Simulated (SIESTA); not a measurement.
Runs of SIESTA 5.4.2 on MgS. It takes space group P6_3mc (No. 186, hexagonal). The conventional cell has a = 4.035 Å, b = 4.035 Å, c = 6.432 Å, α = 90.00°, β = 90.00°, γ = 120.00°. S (site symmetry 3m) has 4 Mg at 2.45 to 2.47 Å as nearest neighbours. Mg (site symmetry 3m) has 4 S at 2.45 to 2.47 Å as nearest neighbours. The cell comes from a database or a generator and needn't be the stable form of this composition.

| task | level | potentials or basis | gap on the mesh (eV) | pressure (GPa) | V0 of scaled cells (Å³/atom) | B0 (GPa) | largest force (eV/Å) |
| --- | --- | --- | --- | --- | --- | --- | --- |
| equation of state | LDA | PseudoDojo 0.4 standard (LDA files), DZP (energy shift 0.003 Ry; two zetas on semicore shells) | - | - | 22.58 | 59 | - |
| band structure | LDA | PseudoDojo 0.4 standard (LDA files), DZP (energy shift 0.003 Ry; two zetas on semicore shells) | 3.17 | -0.2 | - | - | 0.05 |
| equation of state | PBEsol | PseudoDojo 0.4 standard (PBEsol files), DZP (energy shift 0.003 Ry; two zetas on semicore shells) | - | - | 23.20 | (b) | - |
| band structure | PBEsol | PseudoDojo 0.4 standard (PBEsol files), DZP (energy shift 0.003 Ry; two zetas on semicore shells) | (a) | 1.4 | - | - | 0.04 |

Alike in all rows: no spin polarisation; cell as given; k mesh 8 × 8 × 4; smearing fermi-dirac 0.05 eV; grid cutoff 800 Ry; energy shift 0.003 Ry.

Task: Estimate the missing entries.

Result: (a) 3.26; (b) 56.

Caveats: the basis of atomic orbitals isn't converged, which shifts pressures, moduli and gaps; the cell was scaled at fixed shape and fractional positions, which overstates the stiffness of a crystal with free parameters, most of all of layers and chains (some runs).

A k mesh can miss the band edges.

Not every run made on this cell is shown here.
